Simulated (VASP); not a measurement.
# SrCl7 (Fm-3m) in VASP: further runs, part 2 of 2

VASP 6.6.1. Earlier steps stand in the parts before.

### 3 Single point, PBE (species swapped into the CePd7 type (Fm-3m, No. 225))

INCAR reads:

```
SYSTEM = SrCl7
PREC = Accurate ; ENCUT = 520
EDIFF = 1E-6 ; ISMEAR = 0
SIGMA = 0.1 ; LREAL = .FALSE.
LASPH = .TRUE. ; NELM = 100
ALGO = Fast ; ISIF = 2
LWAVE = .FALSE. ; LCHARG = .FALSE.
GGA = PE ; NBANDS = 40
```

KPOINTS reads:

```
Automatic mesh
0
G
  8 8 8
  0 0 0
```

POSCAR reads:

```
SrCl7
1.0
    0.0000000000      4.5247807188      4.5247807188
    4.5247807188      0.0000000000      4.5247807188
    4.5247807188      4.5247807188      0.0000000000
Sr Cl
1 7
Direct
    0.0000000000      0.0000000000      0.0000000000
    0.5000000000      0.0000000000      0.0000000000
    0.0000000000      0.5000000000      0.5000000000
    0.0000000000      0.5000000000      0.0000000000
    0.5000000000      0.0000000000      0.5000000000
    0.0000000000      0.0000000000      0.5000000000
    0.5000000000      0.5000000000      0.0000000000
    0.5000000000      0.5000000000      0.5000000000
```

Potentials or basis: VASP PAW PBE potentials, release 64 (Sr_sv, Cl).

Command:

```console
cat potpaw_PBE.64/Sr_sv/POTCAR potpaw_PBE.64/Cl/POTCAR > POTCAR
mpirun -np 1 vasp_std > vasp.out
```

OUTCAR:

```text
SYSTEM = SrCl7
   PREC = Accurate
   ENCUT = 520
   EDIFF = 1E-6
   ISMEAR = 0
   LREAL = .FALSE.
   LASPH = .TRUE.
   NELM = 100
   ISIF = 2
   GGA = PE

 ion  position               nearest neighbor table
   1  0.000  0.000  0.000-   2 3.20   4 3.20   6 3.20   3 3.20   5 3.20   6 3.20   3 3.20   4 3.20
                             7 3.20   2 3.20   5 3.20   7 3.20
   2  0.500  0.000  0.000-   1 3.20   1 3.20
   3  0.000  0.500  0.500-   1 3.20   1 3.20
   4  0.000  0.500  0.000-   1 3.20   1 3.20
   5  0.500  0.000  0.500-   1 3.20   1 3.20
   6  0.000  0.000  0.500-   1 3.20   1 3.20
   7  0.500  0.500  0.000-   1 3.20   1 3.20
   8  0.500  0.500  0.500-

  LATTYP: Found a face centered cubic cell.
 ALAT       =     9.0495614376

  Lattice vectors:

 A1 = (   0.0000000000,   4.5247807188,   4.5247807188)
 A2 = (   4.5247807188,   0.0000000000,   4.5247807188)
 A3 = (   4.5247807188,   4.5247807188,   0.0000000000)

Analysis of symmetry for initial positions (statically):
=====================================================================
 Subroutine PRICEL returns:
 Original cell was already a primitive cell.

 Routine SETGRP: Setting up the symmetry group for a
 face centered cubic supercell.

 Subroutine GETGRP returns: Found 48 space group operations
 (whereof 48 operations were pure point group operations)
 out of a pool of 48 trial point group operations.

The static configuration has the point symmetry O_h .

Analysis of symmetry for dynamics (positions and initial velocities):
=====================================================================
 Subroutine PRICEL returns:
 Original cell was already a primitive cell.

 Routine SETGRP: Setting up the symmetry group for a
 face centered cubic supercell.

 Subroutine GETGRP returns: Found 48 space group operations
 (whereof 48 operations were pure point group operations)
 out of a pool of 48 trial point group operations.

The dynamic configuration has the point symmetry O_h .

 Subroutine INISYM returns: Found 48 space group operations
[... 136 lines left out ...]
   AEXX    =    0.0000 exact exchange contribution
   IVDW    =     0    specifies the selected vdW correction
   LEPSILON=     F    determine dielectric tensor
   LRPA    =     F    only Hartree local field effects (RPA)
 non-spin polarized calculation
 RMM-DIIS sequential band-by-band and
 Gauss-broadening in eV      SIGMA  =   0.10
  energy-cutoff  :      520.00
  volume of cell :      185.28
 maximum number of plane-waves:      5029
   NGX = 23   NGY = 23   NGZ = 23

 number of electron      58.9999985 magnetization

 Free energy of the ion-electron system (eV)
  ---------------------------------------------------
  ext. energy  EPLUGINS =         0.00000000
  ---------------------------------------------------
  free energy    TOTEN  =       -16.92473627 eV

  energy without entropy =      -16.84724927  energy(sigma->0) =      -16.88599277

 E-fermi :   1.3999     XC(G=0):  -9.2481

 val. band max:        1.3962070186   @ k =  -0.2500   0.2500   0.0000
 cond. band min:       1.4050179793   @ k =   0.5000   0.5000   0.0000
 fundamental gap:      0.0088109607
 Fermi energy:         1.3998573297

 k-point     1 :       0.0000    0.0000    0.0000
  band No.  band energies     occupation
      1     -32.4037      2.00000
      2     -14.3819      2.00000
      3     -14.3819      2.00000
      4     -14.3819      2.00000
      5     -13.2811      2.00000
      6     -12.0924      2.00000
[... 1021 lines left out ...]
     39      10.6585      0.00000
     40      11.0482      0.00000

 [... further k-points ...]

------------------------ aborting loop because EDIFF is reached ----------------------------------------

  FORCE on cell =-STRESS in cart. coord.  units (eV):
  Direction    XX          YY          ZZ          XY          YZ          ZX
  --------------------------------------------------------------------------------------
  -------------------------------------------------------------------------------------
  Total       -0.0569130     -0.0569130     -0.0569130     -0.0000000     -0.0000000     -0.0000000
  in kB       -0.4921524     -0.4921524     -0.4921524     -0.0000000     -0.0000000     -0.0000000
  external PRESSURE =      -0.4921524 kB  Pullay stress =       0.0000000 kB

 VOLUME and BASIS-vectors are now :
 -----------------------------------------------------------------------------
  energy-cutoff  :      520.00
  volume of cell :      185.28
      direct lattice vectors                 reciprocal lattice vectors
     0.000000000  4.524780719  4.524780719    -0.110502593  0.110502593  0.110502593
     4.524780719  0.000000000  4.524780719     0.110502593 -0.110502593  0.110502593
     4.524780719  4.524780719  0.000000000     0.110502593  0.110502593 -0.110502593

 POSITION                                       TOTAL-FORCE (eV/Angst)
 -----------------------------------------------------------------------------------
      0.00000      0.00000      0.00000         0.000000      0.000000     -0.000000
      0.00000      2.26239      2.26239         0.000000     -0.000000     -0.000000
      4.52478      2.26239      2.26239        -0.000000     -0.000000      0.000000
      2.26239      0.00000      2.26239         0.000000      0.000000     -0.000000
      2.26239      4.52478      2.26239         0.000000     -0.000000     -0.000000
      2.26239      2.26239      0.00000        -0.000000      0.000000      0.000000
      2.26239      2.26239      4.52478         0.000000      0.000000     -0.000000
      4.52478      4.52478      4.52478        -0.000000     -0.000000     -0.000000
 -----------------------------------------------------------------------------------
    total drift:                                0.000000      0.000000      0.000000

  FREE ENERGIE OF THE ION-ELECTRON SYSTEM (eV)
  ---------------------------------------------------
  free  energy   TOTEN  =       -16.9247362721 eV

  energy  without entropy=      -16.8472492658  energy(sigma->0) =      -16.88599277
```

OSZICAR:

```text
N       E                     dE             d eps       ncg     rms          rms(c)
DAV:   1     0.391792849385E+03    0.39179E+03   -0.27352E+04  2320   0.131E+03
DAV:   2     0.106752751337E+02   -0.38112E+03   -0.37276E+03  3096   0.251E+02
DAV:   3    -0.163901608207E+02   -0.27065E+02   -0.26667E+02  2976   0.697E+01
DAV:   4    -0.170749742834E+02   -0.68481E+00   -0.68130E+00  3320   0.114E+01
DAV:   5    -0.170909854898E+02   -0.16011E-01   -0.16008E-01  3200   0.150E+00    0.130E+01
RMM:   6    -0.178536716201E+02   -0.76269E+00   -0.14649E+00  2582   0.366E+00    0.881E+00
RMM:   7    -0.169122866269E+02    0.94138E+00   -0.50699E-01  2563   0.230E+00    0.582E+00
RMM:   8    -0.170741192726E+02   -0.16183E+00   -0.26684E-01  2665   0.204E+00    0.328E+00
RMM:   9    -0.169830885125E+02    0.91031E-01   -0.14663E-01  2729   0.128E+00    0.159E+00
RMM:  10    -0.169383330672E+02    0.44755E-01   -0.85351E-03  2789   0.427E-01    0.843E-01
RMM:  11    -0.169248106506E+02    0.13522E-01   -0.71042E-03  2807   0.302E-01    0.141E-01
RMM:  12    -0.169247046778E+02    0.10597E-03   -0.14623E-03  3072   0.131E-01    0.848E-02
RMM:  13    -0.169248213487E+02   -0.11667E-03   -0.25206E-04  3060   0.649E-02    0.752E-02
RMM:  14    -0.169247453136E+02    0.76035E-04   -0.15331E-04  3216   0.383E-02    0.306E-02
RMM:  15    -0.169247364948E+02    0.88188E-05   -0.27352E-05  3245   0.189E-02    0.144E-02
RMM:  16    -0.169247362721E+02    0.22271E-06   -0.84742E-06  2882   0.100E-02
   1 F= -.16924736E+02 E0= -.16885993E+02  d E =-.774870E-01
```

stdout:

```text
POSCAR found type information on POSCAR SrCl
 POSCAR found :  2 types and       8 ions
 scaLAPACK will be used
 LDA part: xc-table for (Slater+PW92), standard interpolation
 POSCAR, INCAR and KPOINTS ok, starting setup
 FFT: planning ... GRIDC
 FFT: planning ... GRID_SOFT
 FFT: planning ... GRID
 WAVECAR not read
 entering main loop
```

Wall time 5 min (1 thread of Intel Xeon Platinum 8488C (Sapphire Rapids), shared host); peak memory 0.41 GiB.

Results:

```yaml
Free_energy: -16.9247 eV
Pressure: 0.0 GPa
Band_gap_on_the_k_mesh: none (metal or under the smearing width)
```

Caveat: an odd number of electrons without spin polarisation forces a metal; a magnetic or distorted state may lie lower.
